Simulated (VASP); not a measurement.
Write the native input for VASP 6.6.1 that does the following.

```
Task                   : relaxation of cell and atoms
Functional             : PBE
Potentials or basis    : VASP PAW PBE potentials, release 64 (Si, Mo_sv)
Cutoff                 : 520 eV
k mesh                 : 3 × 3 × 3
Occupations            : gaussian, width 0.15 eV
Spin                   : no spin polarisation
Further INCAR settings : PREC = Normal; ALGO = Fast; EDIFF = 0.0001; IBRION = 2; EDIFFG = -0.08; NSW = 24; ISIF = 3
```

The structure of SiMo3 lies in POSCAR:

```
SiMo3
1.0
    5.2444632100      0.0000000000      0.0000000000
    0.0000000000      5.2444632100      0.0000000000
    0.0000000000      0.0000000000      5.2444632100
Si Mo
2 6
Direct
    0.0000000000      0.0000000000      0.0000000000
    0.5000000000      0.5000000000      0.5000000000
    0.2500000000      0.5000000000      0.0000000000
    0.7500000000      0.5000000000      0.0000000000
    0.0000000000      0.2500000000      0.5000000000
    0.0000000000      0.7500000000      0.5000000000
    0.5000000000      0.0000000000      0.2500000000
    0.5000000000      0.0000000000      0.7500000000
```

The cell was built by a generator and needn't be a form met in nature.

The input as run:

INCAR

```
SYSTEM = SiMo3
PREC = Normal
ENCUT = 520
EDIFF = 1E-4
ISMEAR = 0
SIGMA = 0.15
LREAL = .False.
LASPH = .True.
NELM = 60
ALGO = Fast
ISIF = 3
LWAVE = .False.
LCHARG = .False.
GGA = PE
IBRION = 2
NSW = 24
EDIFFG = -0.08
KPAR = 2
```

KPOINTS

```
Automatic mesh
0
Gamma
  3 3 3
  0 0 0
```

Potentials or basis: VASP PAW PBE potentials, release 64 (Si, Mo_sv).

The run is started by

```console
$ cat potpaw_PBE.64/Si/POTCAR potpaw_PBE.64/Mo_sv/POTCAR > POTCAR
$ mpirun -np 2 vasp_std > vasp.out
```

Results of the run:

- Relaxed volume: 14.75 Å³/atom
- Relaxed cell: a = 4.905 Å, b = 4.905 Å, c = 4.905 Å, α = 90.00°, β = 90.00°, γ = 90.00°
- Space group after relaxing (to 0.05 Å): Pm-3n (No. 223)
- Energy gained by relaxing: 396.2 meV/atom
- Ionic steps: 5
- Pressure after relaxing: -0.2 GPa
- Band gap on the k mesh: none (metal or under the smearing width)

Caveat: the k mesh is coarse (spacing up to 0.40 Å⁻¹), so the values aren't converged; the volume moved by over 15 % at a fixed basis, so the end points are rough.

Wall time 30 s on 2 MPI ranks on Intel(R) Xeon(R) 6975P-C (Granite Rapids), on a shared host, peak memory 0.17 GiB a rank.
